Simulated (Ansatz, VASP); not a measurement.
One calculation of Sn, two programs

The input INCAR:

```
SYSTEM = Sn
PREC     = Accurate       ! precision mode
ENCUT    = 520            ! plane-wave cutoff, eV
EDIFF    = 1E-6           ! SCF threshold, eV
ISMEAR   = 0              ! smearing method
SIGMA    = 0.15           ! smearing width, eV
LREAL    = .FALSE.        ! projectors in reciprocal space
LASPH    = .TRUE.         ! aspherical terms in the spheres
NELM     = 100            ! most SCF steps
ALGO     = Fast           ! electronic algorithm
ISIF     = 2              ! what is computed and relaxed
LWAVE    = .FALSE.        ! write WAVECAR
LCHARG   = .FALSE.        ! write CHGCAR
GGA      = PS             ! functional
NBANDS   = 13             ! bands
```

File KPOINTS:

```
regular mesh
0
G
  18 18 18
  0 0 0
```

POSCAR

```
Sn
1.0
   -1.8946518192      1.8946518192      1.9420181147
    1.8946518192     -1.8946518192      1.9420181147
    1.8946518192      1.8946518192     -1.9420181147
Sn
1
Direct
    0.0000000000      0.0000000000      0.0000000000
```

Input for Ansatz:

```yaml
crystal:
  lattice:
    - [-1.8946518192, 1.8946518192, 1.9420181147]
    - [1.8946518192, -1.8946518192, 1.9420181147]
    - [1.8946518192, 1.8946518192, -1.9420181147]
  atoms:
    - { symbol: Sn, position: [0.0, 0.0, 0.0] }
basis:
  ecutwfc: 420
kpoints:
  mp_grid: { grid: [18, 18, 18] }
hamiltonian:
  xc: pbesol
scf:
  occupations: { method: gaussian, width: 0.15 }
output:
  forces: true
  stress: true
  eigenvalues: true
  write_density: true
  write_potential: true
  elf: true
  volumetric_format: npy
```

Change from the starting cell: strain +0.0250 x Voigt [0, 0, 1, 0, 0, 0], atoms carried along.

Alike in both runs: task single point; functional PBEsol; k mesh 18 × 18 × 18; occupations gaussian, width 0.15 eV; no spin polarisation.

```csv
,VASP,Ansatz
version,VASP 6.6.1,Ansatz 0.2.0
potentials or method,"VASP PAW PBE potentials, release 64 (Sn_d)","scalar-relativistic, plane waves, PAW"
plane-wave cutoff (eV),520,420
valence electrons in the cell,14,14
```

|  | VASP | Ansatz | Ansatz less VASP |
| --- | --- | --- | --- |
| gap on the k mesh at the Fermi level (eV) | none | none | - |
| pressure (GPa) | -3.0 | -3.0 | -0.01 |
| largest component of the traceless stress (GPa) | 0.39 | 0.39 | +0.001 |

A gap of «none» marks a metal or a gap that the smearing closes.

Caveats: the PAW data sets were made with another functional, which shifts forces and pressure a little (VASP).
